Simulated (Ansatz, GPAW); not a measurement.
## Sn: 3 runs at one level of theory

```
Sn
1.0
     0.00000    3.23334    3.23334
     3.23334    0.00000    3.23334
     3.23334    3.23334    0.00000
Sn
2
Direct
  0.75000 0.75000 0.75000
  0.50000 0.50000 0.50000
```

This isn't the form of Sn at room conditions, which is tetragonal (white tin).

Alike in all runs: task single point; functional PBE; k mesh 7 × 7 × 7; occupations gaussian, width 0.014 eV; no spin polarisation; no spin-orbit coupling. Pressure is positive in compression and, in plane waves, holds the error of the finite cutoff, which Ansatz's Pulay term estimates and takes out.

```
                        program and potentials  plane-wave cutoff (eV)                             notes  pressure (GPa)
                            Ansatz, Ansatz PAW                     420  Pulay term of +0.03 GPa included            3.83
Ansatz, all-electron LAPW, scalar-relativistic                       -                                 -            3.83
    GPAW, GPAW PAW data sets (gpaw-data 1.2.1)                     600                                 -            3.54
```

The pressure spans 3.54 (GPAW, GPAW PAW data sets (gpaw-data 1.2.1)) to 3.83 GPa (Ansatz, Ansatz PAW), with all-electron results at 3.83.

The functional is the same throughout but for its coding, so the spread measures potentials, basis and numerics; runs on potential files found faulty are left out.
